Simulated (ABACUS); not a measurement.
A run of ABACUS 3.10.1 is set up as follows.

File run_abacus.py:

```python
"""ABACUS run from a structure file: ASE reads it, the script writes STRU, KPT and INPUT."""
import re
import subprocess
from ase.io import read
from ase.units import Bohr

atoms = read("POSCAR")
atoms = atoms[(-atoms.numbers).argsort(kind="stable")]  # ABACUS lists atoms element by element
pseudo = {'Ni': 'Ni.upf'}
orbital = {}
magmoms = [1.0]
kmesh = [10, 10, 10]
params = {
    'suffix': 'Ni',
    'calculation': 'scf',
    'basis_type': 'pw',
    'pseudo_dir': './',
    'symmetry': 1,
    'dft_functional': 'GGA_X_B86_MGC+GGA_C_PBE',
    'ecutwfc': 98,
    'pseudo_rcut': 10,
    'nspin': 2,
    'nbands': 20,
    'ks_solver': 'dav',
    'smearing_method': 'fd',
    'smearing_sigma': 0.00367493,
    'scf_thr': 1e-08,
    'scf_nmax': 100,
    'mixing_type': 'broyden',
    'mixing_beta': 0.4,
    'cal_force': 1,
    'cal_stress': 1,
    'out_chg': 1,
    'kpar': 4,
}

symbols = atoms.get_chemical_symbols()
elements = list(dict.fromkeys(symbols))
lines = ["ATOMIC_SPECIES"] + [f"{e} {atoms.get_masses()[symbols.index(e)]:.4f} {pseudo[e]}" for e in elements]
if orbital:
    lines += ["", "NUMERICAL_ORBITAL"] + [orbital[e] for e in elements]
lines += ["", "LATTICE_CONSTANT", f"{1 / Bohr:.10f}", "", "LATTICE_VECTORS"]
lines += [" ".join(f"{x:.10f}" for x in v) for v in atoms.cell]
lines += ["", "ATOMIC_POSITIONS", "Direct"]
for e in elements:
    lines += ["", e, "0.0", str(symbols.count(e))]
    for i, p in enumerate(atoms.get_scaled_positions(wrap=False)):
        if symbols[i] == e:
            mag = "" if magmoms is None else " mag " + " ".join(str(x) for x in (magmoms[i] if isinstance(magmoms[i], list) else [magmoms[i]]))
            lines.append(" ".join(f"{x:.10f}" for x in p) + " 1 1 1" + mag)
open("STRU", "w").write("\n".join(lines) + "\n")
open("KPT", "w").write("K_POINTS\n0\nGamma\n%d %d %d 0 0 0\n" % tuple(kmesh))
open("INPUT", "w").write("INPUT_PARAMETERS\n" + "".join(f"{k:<20s}{v}\n" for k, v in params.items()))

done = subprocess.run(['mpirun', '-np', '4', 'abacus'])
if done.returncode:
    raise SystemExit(done.returncode)
log = open("OUT.Ni/running_scf.log").read()
print("final energy (eV):", re.findall(r"FINAL_ETOT_IS (\S+)", log))
```

File POSCAR:

```
Ni
1.0
    0.0000000000      1.7375729330      1.7375729330
    1.7375729330      0.0000000000      1.7375729330
    1.7375729330      1.7375729330      0.0000000000
Ni
1
Direct
    0.0000000000      0.0000000000      0.0000000000
```

Potentials or basis: PseudoDojo NC SR 0.5 PBE standard, plane waves.

Launch:

```console
$ OMP_NUM_THREADS=1 python run_abacus.py > log
```

(1) What does it give for the band gap on the k mesh?

(2) Estimate the net moment.

(3) Estimate the absolute moment.

Answers

(1) none (metal or under the smearing width).

(2) 0.72 μB per cell.

(3) 0.81 μB per cell.
